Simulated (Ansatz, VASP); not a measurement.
# One calculation of CdF2, two programs

```
Cd F
1.0
     0.00000    2.74920    2.74920
     2.74920    0.00000    2.74920
     2.74920    2.74920    0.00000
Cd F
1 2
Direct
  0.00000 0.00000 0.00000
  0.25000 0.25000 0.25000
  0.75000 0.75000 0.75000
```

Alike in both runs: task single point; functional PBE; dispersion D3(BJ); k mesh 8 × 8 × 8; occupations gaussian, width 0.02 eV; no spin polarisation.

```csv
,VASP,Ansatz
version,VASP 6.6.1,Ansatz 0.2.0
potentials or method,"VASP PAW PBE potentials, release 64 (Cd, F)","scalar-relativistic, plane waves, PAW"
plane-wave cutoff (eV),520,420
valence electrons in the cell,26,34
```

VASP gave:

| Item | Value |
| --- | --- |
| gap on the k mesh at the Fermi level (eV) | 2.85 |
| least direct gap on the mesh (eV) | 3.42 |
| pressure (GPa) | -2.2 |

Q: What did Ansatz give for the same quantities?

A: gap on the k mesh at the Fermi level (eV): 2.88; least direct gap on the mesh (eV): 3.45; pressure (GPa): -2.7.

The two sets of potentials don't hold the same shells in valence.

A k mesh can miss the band edges. As with any semilocal functional, this PBE gap is likely too small.
